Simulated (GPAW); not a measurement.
Wanted: an ASE script for a GPAW 26.7.0 run.

- Task: band structure
- Functional: PBEsol
- Potentials or basis: PAW data sets generated in the run's folder for this functional
- Cutoff: 600 eV
- Basis: pw
- k mesh: 11 × 11 × 10
- Occupations: fermi-dirac, width 0.05 eV
- Spin: spin-orbit coupling, no magnetisation
- Maxiter: 150
- Band path: GXSRAZGYX1A1TY,ZT
- Band points: 80
- spin axis theta (degrees): 90
- spin axis phi (degrees): 45
- Soc after scf: second variation

Ge:

```
CELL_PARAMETERS angstrom
1.39715 -2.60052 0.00000
1.39715 2.60052 0.00000
0.00000 0.00000 2.69823
ATOMIC_POSITIONS crystal
Ge 0.50000 0.50000 0.00000
```

This isn't the form of Ge at room conditions, which is diamond.

These files were run (other wordings do the same):

run.py

```python
import numpy as np
from ase import Atoms
from ase.dft.bandgap import bandgap
from ase.io import write
from ase.units import GPa
from gpaw import GPAW, PW, setup_paths
from gpaw.spinorbit import soc_eigenstates

setup_paths.insert(0, '.')

atoms = Atoms(['Ge'],
              cell=[[1.397149, -2.600516, 0.0],
                    [1.397149, 2.600516, 0.0],
                    [0.0, 0.0, 2.698231]],
              scaled_positions=[[0.5, 0.5, 0.0]],
              pbc=True)

calc = GPAW(mode=PW(600),
            xc='PBEsol',
            kpts={'size': (11, 11, 10), 'gamma': True},
            occupations={'name': 'fermi-dirac', 'width': 0.05},
            nbands=8,
            convergence={'density': 1e-05, 'energy': 1e-05},
            maxiter=150,
            txt='gpaw.txt')
atoms.calc = calc
energy = atoms.get_potential_energy()
forces = atoms.get_forces()
stress = atoms.get_stress()
calc.write('gs.gpw')
write('result.traj', atoms)
print(f'Energy: {energy:.6f} eV')
print('Forces (eV/A):')
print(forces.round(4))
print('Stress (GPa):', (stress / GPa).round(3))
print('Fermi level:', round(calc.get_fermi_level(), 4), 'eV')
print(f'Gap: {bandgap(calc)[0]:.4f} eV, direct: {bandgap(calc, direct=True)[0]:.4f} eV')

path = atoms.cell.bandpath('GXSRAZGYX1A1TY,ZT', npoints=80, eps=1e-4)
bs_calc = calc.fixed_density(kpts=path, symmetry='off', nbands=14,
                             convergence={'bands': 'CBM+6.0', 'eigenstates': 1e-6}, txt='bands.txt')
bs = bs_calc.band_structure()
bs.write('bs.json')
print(f'Gap on the path: {bandgap(bs_calc)[0]:.4f} eV')

soc = soc_eigenstates(bs_calc, theta=90, phi=45)
np.savetxt('soc_bands.dat', soc.eigenvalues(), fmt='%.4f')
mesh = soc_eigenstates('gs.gpw', theta=90, phi=45)
np.savetxt('soc_mesh.dat', mesh.eigenvalues(), fmt='%.4f')
print('Fermi level with spin-orbit coupling:', round(mesh.fermi_level, 4), 'eV')
```

Potentials or basis: PAW data sets generated in the run's folder for this functional, pw.

The run is started by

```sh
$ gpaw-setup -f PBEsol Ge
$ OMP_NUM_THREADS=1 python run.py
```

It gave:

```
Pressure                : -4.2 GPa
Band gap along the path : none (metal or under the smearing width)
```

Caveat: spin-orbit coupling was added after a scalar SCF, so levels and gaps hold it while energy, forces, pressure and moments don't; this program's spin-orbit splittings come out too wide for heavy elements.

Wall time 22 s on 1 thread of Arm Neoverse V2 (shared host), peak memory 0.22 GiB.
